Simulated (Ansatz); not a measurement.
# Stack of Ti2CO2 MXene under W2CCl2 MXene, shifted by a third of the diagonal in a perpendicular field, part 2 of 2

Wanted: the out-of-plane response of the stack of Ti2CO2 MXene under W2CCl2 MXene, shifted by a third of the diagonal. A positive field points along +c.

Ansatz 0.2.0; plane-wave DFT, RPBE-D3(BJ), Ansatz PAW (the session's first sound run).

So far. Step 10 (Relaxing in the field, field 0.1 V/Å): The dipole is 0.152 e·Å, 0.0623 e·Å from its value without field. Step 11 (Field on, atoms free, field -0.1 V/Å): The dipole is 0.0268 e·Å, -0.0626 e·Å from its value without field.

## (12) Response, atoms relaxed (continued)

The induced electron density oscillates, so the rows of the table below give means over windows of 1 Å about each position, cut where the curve ends. Its maxima inside the range that stand out by 2 % of the span (Å: e/Å³ per V/Å): 8.6: 0.0198, 10.4: 0.024, 12.9: 0.00524, 13.9: 0.00994, 21.9: 0.0103. Its minima: 9.5: -0.0382, 12.1: -0.0102, 13.3: -0.00358, 20.2: -0.00462, 23.2: -0.0124.

Electrons, planar mean, per unit field. Table of induced electron density by z; means over each step:

```tsv
z (Å)	induced electron density (e/Å³ per V/Å)
5	2.4e-6
6	3.6e-5
7	4.6e-4
8	0.00630
9	-0.00509
10	-0.00289
11	0.00497
12	-0.00528
13	0.00105
14	0.00574
15	3.0e-4
16	-3.7e-5
17	3.0e-4
18	4.7e-4
19	7.6e-5
20	-0.00296
21	0.00231
22	0.00609
23	-0.00747
24	-0.00384
25	-4.6e-4
26	-6.1e-5
27	-8.2e-6
```

The induced dipole is that of a conductor 15.25 Å thick.

## (13) A changed input: efield.amplitude = 0.3

This step: plane-wave DFT, RPBE-D3(BJ), Ansatz PAW (Ansatz 0.2.0).

A run with a changed input: it repeats the earlier run at 0.05 V/Å with efield.amplitude from 0.05 to 0.3.

input.yaml

```yaml
crystal:
  lattice:
    - [2.9256952147, 0.0, 0.0]
    - [-1.4628476074, 2.5337263797, 0.0]
    - [0.0, 0.0, 31.549877884]
  atoms:
    - { symbol: O, position: [0.3333333333, 0.6666666667, 0.2852625938] }
    - { symbol: Ti, position: [0.6666666667, 0.3333333333, 0.3160661406] }
    - { symbol: C, position: [0.0, 0.0, 0.3558028907] }
    - { symbol: Ti, position: [0.3333333333, 0.6666666667, 0.3949536588] }
    - { symbol: O, position: [0.6666666667, 0.3333333333, 0.4265084324] }
    - { symbol: Cl, position: [0.6666666667, 0.3333333333, 0.5169169846] }
    - { symbol: W, position: [0.0, 0.0, 0.5760601208] }
    - { symbol: C, position: [0.3333333333, 0.6666666667, 0.6155885443] }
    - { symbol: W, position: [0.6666666667, 0.3333333333, 0.654817037] }
    - { symbol: Cl, position: [0.0, 0.0, 0.7147374062] }
kpoints:
  mp_grid: { grid: [18, 18, 1] }
  band_path:
    path: [[0, 0, 0], [0.5, 0, 0], [0.33333333, 0.33333333, 0], [0, 0, 0]]
    npoints: 16
hamiltonian:
  xc: rpbe
  dispersion: d3bj
scf:
  occupations: { method: fermi_dirac, width: 0.05 }
  convergence: { dr2_threshold: 1.0e-10 }
efield:
  axis: 3
  dipole_correction: true
  ramp_position: 0.97
  ramp_width: 0.06
  amplitude: 0.3
output:
  write_potential: true
  write_density: true
  volumetric_format: npy
```

Launch:

```sh
$ ansatz run input.yaml --threads 4 --pin off --max-ram 6144MiB --backend cpu --events-out ev --progress --plain --runs-dir out
```

It took 32 s on 4 threads of Arm Neoverse V2, shared host; peak memory 0.88 GiB; 2.1 min of CPU time.

Numbers from this step:

| Quantity | Value |
| --- | --- |
| energy at zero smearing | -29635.5956 eV |
| dipole along the normal | 0.2736 e·Å |

The electronic bands at the labelled points (eV, zero at the Fermi level):

```tsv
point	band 40	band 41	band 42	band 43	band 44	band 45	band 46	band 47
Γ	-1.76	-1.32	-0.29	-0.29	0.42	0.42	0.43	0.43
halfway	-1.68	-1.67	-1.57	-0.50	-0.19	0.25	0.40	0.74
M	-2.03	-1.67	-0.65	-0.08	1.21	1.59	1.70	2.19
halfway	-2.85	-2.34	-0.48	0.28	0.79	0.95	1.65	1.85
K	-3.14	-1.69	-0.41	-0.38	-0.31	1.43	1.43	1.46
halfway	-2.56	-2.27	-1.83	-1.03	0.45	0.85	1.10	1.30
Γ	-1.76	-1.32	-0.29	-0.29	0.42	0.42	0.43	0.43
```

```tsv
quantity	this run	earlier run	difference
dipole along the normal (e·Å)	0.2736	0.1201	0.15
```

The applied field differs, and the slope found earlier predicts a dipole of 0.274 e·Å; this run gives 0.274 e·Å, in line with it.

## (14) The same run with other settings

This step: plane-wave DFT, RPBE-D3(BJ), Ansatz PAW, but for the change named below (Ansatz 0.2.0).

Another changed input: it repeats the earlier run at 0.05 V/Å with hamiltonian.dispersion from d3bj to d4, magnetization to spin_polarized: true and basis.ecutwfc to 500 eV.

input.yaml, the sections that differ from step 13:

```yaml
crystal:
  lattice:
    - [2.9256952147, 0.0, 0.0]
    - [-1.4628476074, 2.5337263797, 0.0]
    - [0.0, 0.0, 31.549877884]
  atoms:
    - { symbol: O, position: [0.3333333333, 0.6666666667, 0.2852625938], spin: 1.0 }
    - { symbol: Ti, position: [0.6666666667, 0.3333333333, 0.3160661406], spin: 3.0 }
    - { symbol: C, position: [0.0, 0.0, 0.3558028907], spin: 2.0 }
    - { symbol: Ti, position: [0.3333333333, 0.6666666667, 0.3949536588], spin: 1.0 }
    - { symbol: O, position: [0.6666666667, 0.3333333333, 0.4265084324], spin: 2.0 }
    - { symbol: Cl, position: [0.6666666667, 0.3333333333, 0.5169169846], spin: 1.0 }
    - { symbol: W, position: [0.0, 0.0, 0.5760601208], spin: 1.0 }
    - { symbol: C, position: [0.3333333333, 0.6666666667, 0.6155885443], spin: 2.0 }
    - { symbol: W, position: [0.6666666667, 0.3333333333, 0.654817037], spin: 3.0 }
    - { symbol: Cl, position: [0.0, 0.0, 0.7147374062], spin: 2.0 }
hamiltonian:
  xc: rpbe
  dispersion: d4
efield:
  axis: 3
  dipole_correction: true
  ramp_position: 0.97
  ramp_width: 0.06
  amplitude: 0.05
magnetization:
  spin_polarized: true
basis:
  ecutwfc: "500 eV"
# kpoints, scf, output: as in step 13
```

Wall time 1.7 min (4 threads); peak memory 1.8 GiB.

This step gave:

- energy at zero smearing: -29622.6504 eV
- dipole along the normal: 0.1201 e·Å

Deep bands are left out, so band numbers here count from the lowest band kept and differ from the log's. The electronic bands at the labelled points (eV, zero at the Fermi level; # counts the bands kept):

```tsv
point	up #19	up #20	up #21	up #22	down #19	down #20	down #21	down #22
Γ	-0.28	-0.28	0.42	0.42	-0.28	-0.28	0.42	0.42
halfway	-1.57	-0.50	-0.19	0.25	-1.57	-0.50	-0.19	0.25
M	-0.66	-0.07	1.20	1.58	-0.66	-0.07	1.20	1.58
halfway	-0.49	0.27	0.80	0.95	-0.49	0.27	0.80	0.95
K	-0.42	-0.39	-0.31	1.42	-0.42	-0.39	-0.31	1.42
halfway	-1.82	-1.04	0.44	0.86	-1.82	-1.04	0.44	0.86
Γ	-0.28	-0.28	0.42	0.42	-0.28	-0.28	0.42	0.42
```

```tsv
quantity	this run	earlier run	difference
dipole along the normal (e·Å)	0.1201	0.1201	-3.4e-6
```

The dipole moves by under 0.5 % or 5e-5 e·Å. The run took 14 SCF cycles against 15.

Of the bands kept, 4 cross the Fermi level on this path, both spins counted.

## (15) Outcome

| Quantity | Value |
| --- | --- |
| gap without field | none |
| work function, upper face | 3.89 eV |
| step between the vacuum levels | -2.18 eV |
| equivalent conductor thickness, atoms held | 15.0 Å |
| equivalent conductor thickness, atoms relaxed | 15.3 Å |

In words: The induced dipole equals that of a perfect conductor 14.99 Å thick, while the outer atoms lie 13.55 Å apart. The two faces differ: the vacuum level above lies 2.18 eV lower than the one below. Letting the atoms follow the field adds 0.26 Å to the equivalent conductor thickness: the ionic part of the response. There is no gap over 0.03 eV, with or without the field. The main runs have no spin polarisation; a magnetic state could lie lower and would change these results. Spin-orbit coupling is left out, which matters for the bands of elements this heavy. RPBE with D3(BJ) overbinds, and the relaxed cell is some per cent too small. The MXene's terminations sit over the metal atoms of its far layer; the site over carbon or nitrogen, which some compounds prefer, was not run. With this functional, D3(BJ) tends to leave the relaxed cell short of measured lattice constants, by some per cent.

[Logs are printed without paths, hosts, clocks, repeated set-up lines and the standing remarks that a program may print on its own settings, such as how far it seeks lower states.]

[Hosts, paths, dates, database ids (printed as entryN), source tags and the programs' standing remarks are cut or masked in the printed files.]

[Maps of the electrostatic potential energy from Ansatz leave out the sawtooth potential of an applied field or a dipole correction, so their vacuum need not be flat; planar profiles and work functions include it.]
